**Aluminium with a lower cutoff: does the crystal change size?**

A plane-wave calculation describes the electrons by waves up to a chosen kinetic energy, the cutoff. A lower cutoff saves work but describes the electrons more coarsely. The table gives the equilibrium volume of aluminium in LDA, the volume at which the energy is lowest. It also gives the bulk modulus, which measures the resistance to compression, and the slope of that modulus with pressure. Two rows with lowered cutoffs are left open.

Kohn-Sham DFT of fcc aluminium in LDA with ABINIT and OpenMX, without spin polarisation, on an 11×11×11 k mesh with Fermi-Dirac smearing of 0.05 eV. Volume, bulk modulus and its pressure slope come from equation-of-state fits to energies at seven volumes. The basis column gives the plane-wave cutoff for ABINIT and the orbital set for OpenMX.

| program | potentials | basis | equilibrium volume (Å³/atom) | bulk modulus (GPa) | bulk modulus slope |
| --- | --- | --- | --- | --- | --- |
| ABINIT | HGH LDA | 490 eV | 15.695 | 83.70 | 4.470 |
| ABINIT | PseudoDojo NC SR LDA v0.4 stringent | 599 eV | 15.774 | 85.20 | 4.600 |
| OpenMX | OpenMX 2013 LDA set | quick | 15.780 | 83.30 | 4.940 |
| ABINIT | JTH PAW LDA v2.0 | 707 eV | 15.811 | 85.80 | 4.680 |
| ABINIT | JTH PAW LDA v2.0 | 544 eV | ? | ? | ? |
| ABINIT | JTH PAW LDA v2.0 | 408 eV | ? | ? | ? |

**(a) In the three completed ABINIT rows, the volume rises with the cutoff. What would this trend predict for the two open rows, and why should one hesitate to use it?**

*Solution.* A straight line of volume against cutoff, fitted to these three rows, rises by about 0.05 Å³/atom for every 100 eV. Taken at its word, it predicts 15.73 Å³/atom at 544 eV and 15.66 at 408 eV. Lowering the cutoff would then shrink the crystal noticeably.

The difficulty is that each of the three rows also has its own potential. A potential replaces the nucleus and the inner electrons by a smoother object, and each set does this in its own way. The volume may therefore follow the potential, while the cutoff merely happens to rise in the same order. The open rows can separate the two causes, because they keep the JTH potential and change only the cutoff.

**(b) How strongly should the cutoff alone move the energy minimum? Predict the volume and the bulk modulus of the two open rows.**

*Solution.* A cutoff that is too low raises the energy. In aluminium it does so mainly close to the nucleus, where the electron waves vary fastest. That region changes little when the crystal is stretched by a few per cent, so most of the error should be common to all volumes. A constant added to an energy curve lifts the curve but leaves its minimum in place. This argument is theory, and it leads one to expect a small shift.

The calculations also offer a rough scale for that shift. Pressure can be obtained from the slope of the energy curve, computed at fixed cutoff, or from the stress, which refers to a fixed number of waves $N$. At fixed cutoff, $N$ grows in proportion to the volume $V$, so the two pressures differ by

$$P_\text{energy}-P_\text{stress}=-\frac{N}{V}\frac{\partial E}{\partial N}.$$

The difference is positive as long as more waves still lower the energy $E$. It thus shows how unfinished the basis is.

For the HGH row, the difference is 0.069 GPa near the middle of the energy curve. Dividing by the bulk modulus $B_0$ and multiplying by the equilibrium volume $V_0$ turns it into a volume:

$$\Delta V\approx V_0\,\frac{\Delta P}{B_0}=15.695\times\frac{0.069}{83.7}\approx0.013\ \text{Å}^3/\text{atom}.$$

This is roughly the error made by someone who relaxed the cell by its stress and ignored the changing number of waves. The ABINIT volumes in the table come from energies at fixed cutoff and avoid that error. What remains in them is only the part of the basis error that varies with volume, which the argument above suggests is smaller.

For PseudoDojo at 599 eV, the same estimate gives only about 0.002 Å³/atom. Both values are far below the 0.079 Å³/atom that separates the HGH and PseudoDojo volumes. The potential is therefore the better suspect for the trend in part (a), and the best forecast for the open rows is the JTH result at 707 eV, unchanged:

- **544 eV:** volume 15.811 ± 0.010 Å³/atom, bulk modulus 85.8 ± 0.5 GPa.
- **408 eV:** volume 15.811 ± 0.040 Å³/atom, bulk modulus 85.8 ± 2.0 GPa.

The ranges are judgements, because the scale behind them is borrowed from two other potentials. The range at 408 eV is wider since that cutoff lies below both of theirs. The argument gives no direction for the shift, and no forecast is made for the slope of the modulus.

**(c) Compare the forecasts with the computed values. What has the change of cutoff done, and what explains the remaining differences?**

The withheld rows as computed:

| program | potentials | basis | equilibrium volume (Å³/atom) | bulk modulus (GPa) | bulk modulus slope |
| --- | --- | --- | --- | --- | --- |
| ABINIT | JTH PAW LDA v2.0 | 544 eV | 15.815 | 85.60 | 4.620 |
| ABINIT | JTH PAW LDA v2.0 | 408 eV | 15.821 | 84.90 | 4.580 |

*Solution.* All four forecasts hold within their ranges. The volume lies above the forecast by 0.004 Å³/atom at 544 eV and by 0.010 at 408 eV. The wider range was too cautious, being four times as large as the miss. The straight line of part (a) fails: its volumes are too small by 0.08 and 0.16 Å³/atom, and even its direction is wrong, since the crystal grows slightly as the cutoff is lowered.

This small growth shows that the cancellation is incomplete. A minimum moves outwards when the added error is a little smaller at larger volume. The energies behind the JTH rows show just this. The run at 408 eV lies above the one at 707 eV by 3.9 meV per atom at the smallest computed volume and by 3.1 meV at the largest. About four fifths of this excess is thus common to all the computed volumes and cancels, while the rest fades as the crystal expands and pushes the minimum outwards. Part of the reason may be that the outer electrons of aluminium spread through the whole crystal, so that their density close to each nucleus falls when the crystal expands. This is unlikely to be the whole reason. The volume grows by 13% over the computed range, so an error that followed the average density would fall by only about 11%, not by a fifth.

The bulk modulus reacts more strongly. At 408 eV it is 0.9 GPa below its value at 707 eV, a change of about 1%, while the volume has changed by less than 0.1%. Part of the drop follows from the expansion itself, because a stretched crystal is softer. With the modulus slope $B_0'$ of the 707 eV row, this part is

$$\Delta B\approx-B_0'B_0\,\frac{\Delta V}{V_0}=-4.68\times85.8\times\frac{0.010}{15.811}\approx-0.3\ \text{GPa}.$$

The rest lies in the curvature of the fitted energy curve. A basis error that bends slightly with volume changes this curvature even where it barely moves the minimum. The fit may also fix the curvature less well than the minimum, because in every run only one of the seven computed volumes lies below the minimum. At 408 eV the energies also scatter about six times as much around the fitted curve as at 707 eV. A few tenths of a GPa should therefore not be given a physical meaning.

The change of potential appears to have the larger effect on the volume. HGH lies 0.116 Å³/atom, or 0.7%, below JTH at 707 eV, more than ten times the shift caused by lowering the JTH cutoff to 408 eV. A possible reason is that the original HGH potentials neglect the overlap of inner and outer electrons in the exchange-correlation energy. These rows do not test that explanation. They also hold no cutoff series for HGH itself, so its own cutoff error is only estimated, from the pressures in part (b). The printed analysis after this text gives the pressure estimates, the fitted line and the misses.

For practical work, a cutoff test with one potential shows whether the basis is good enough for that potential, but it cannot show whether the potential is good. Which of these potentials comes closest to the true LDA volume of aluminium remains open, and an all-electron calculation with the same functional would decide it.

Output of the analysis:

```
HGH volume less JTH at 707 eV (A^3/atom): -0.116
PseudoDojo volume less JTH at 707 eV (A^3/atom): -0.037
HGH volume less JTH at 707 eV (percent): -0.7337
Pressure from energies less stress pressure, HGH 490 eV (GPa): 0.06925
Pressure from energies less stress pressure, PseudoDojo 599 eV (GPa): 0.009109
The same gap as a volume, HGH 490 eV (A^3/atom): 0.01299
The same gap as a volume, PseudoDojo 599 eV (A^3/atom): 0.001686
fit of vol on 3 rows (planewave): constant 15.44 +/- 0.067, coefficient of hundreds 0.05349 +/- 0.011; rms 0.00977, worst ABINIT -0.0138, leave-one-out rms 0.0359
  rows outside the fit (model, value, miss): OpenMX 15.44, 15.78, -0.34; ABINIT 15.73, 15.81, -0.0842; ABINIT 15.66, 15.82, -0.163
Forecast volume for both withheld rows (A^3/atom): 15.81
Error bars of the volume at 544 eV, 0.010, and at 408 eV (A^3/atom): 0.04
Computed volume, JTH 544 eV (A^3/atom): 15.81
Computed volume, JTH 408 eV (A^3/atom): 15.82
Computed less forecast volume, 544 eV (A^3/atom): 0.004
Computed less forecast volume, 408 eV (A^3/atom): 0.01
Forecast modulus for both withheld rows (GPa): 85.8
Error bars of the modulus at 544 eV, 0.5, and at 408 eV (GPa): 2
Computed modulus, JTH 544 eV (GPa): 85.6
Computed modulus, JTH 408 eV (GPa): 84.9
Computed less forecast modulus, 544 eV (GPa): -0.2
Computed less forecast modulus, 408 eV (GPa): -0.9
```
